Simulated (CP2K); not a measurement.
Runs of CP2K 2026.2 on Zn. It takes space group Im-3m (No. 229, cubic). Conventional cell: a = 3.138 Å, b = 3.138 Å, c = 3.138 Å, α = 90.00°, β = 90.00°, γ = 90.00°. Around Zn (site symmetry m-3m) lie 8 Zn at 2.72 Å. This isn't the form of Zn at room conditions, which is hcp.

```csv
potentials or basis,basis sets,potentials,ADDED_MOS,gap on the mesh (eV),pressure (GPa)
GTH_POTENTIALS Zn GTH-PBE-q12; TZVP-MOLOPT-SR-GTH basis,Zn TZVP-MOLOPT-SR-GTH-q12,Zn GTH-PBE-q12 of GTH_POTENTIALS,[8],none,0.2
POTENTIAL_UZH Zn GTH-PBE-q12; TZVP-MOLOPT-PBE-GTH basis,Zn TZVP-MOLOPT-PBE-GTH-q12,Zn GTH-PBE-q12 of POTENTIAL_UZH,[8],none,-0.1
GTH_POTENTIALS Zn GTH-PBE-q12; SZV-MOLOPT-SR-GTH basis,Zn SZV-MOLOPT-SR-GTH-q12,Zn GTH-PBE-q12 of GTH_POTENTIALS,[3],none,(a)
POTENTIAL_UZH Zn GTH-PBE-q12; TZV2P-MOLOPT-PBE-GTH basis,Zn TZV2P-MOLOPT-PBE-GTH-q12,Zn GTH-PBE-q12 of POTENTIAL_UZH,[8],none,-0.1
POTENTIAL_UZH Zn GTH-PBE-q12; DZVP-MOLOPT-PBE-GTH basis,Zn DZVP-MOLOPT-PBE-GTH-q12,Zn GTH-PBE-q12 of POTENTIAL_UZH,[8],none,-0.1
GTH_POTENTIALS Zn GTH-PBE-q12; DZVP-MOLOPT-SR-GTH basis,Zn DZVP-MOLOPT-SR-GTH-q12,Zn GTH-PBE-q12 of GTH_POTENTIALS,[8],none,0.0
POTENTIAL_UZH Zn GTH-PBE-q12; ccGRB-D basis,Zn ccGRB-D-q12,Zn GTH-PBE-q12 of POTENTIAL_UZH,[8],none,-0.1
```

Alike in all rows: task single point; level PBE; no spin polarisation; cell as given; k mesh 12 × 12 × 12; smearing fermi-dirac 0.05 eV.

Problem. Fill in the values left out.

Solution. (a) 2.3.

Caveats: the basis of atomic orbitals isn't converged, which shifts pressures, moduli and gaps; a minimal basis gives rough bond lengths, pressures and levels (some runs).

A gap of «none» marks a metal or a gap under the smearing width.
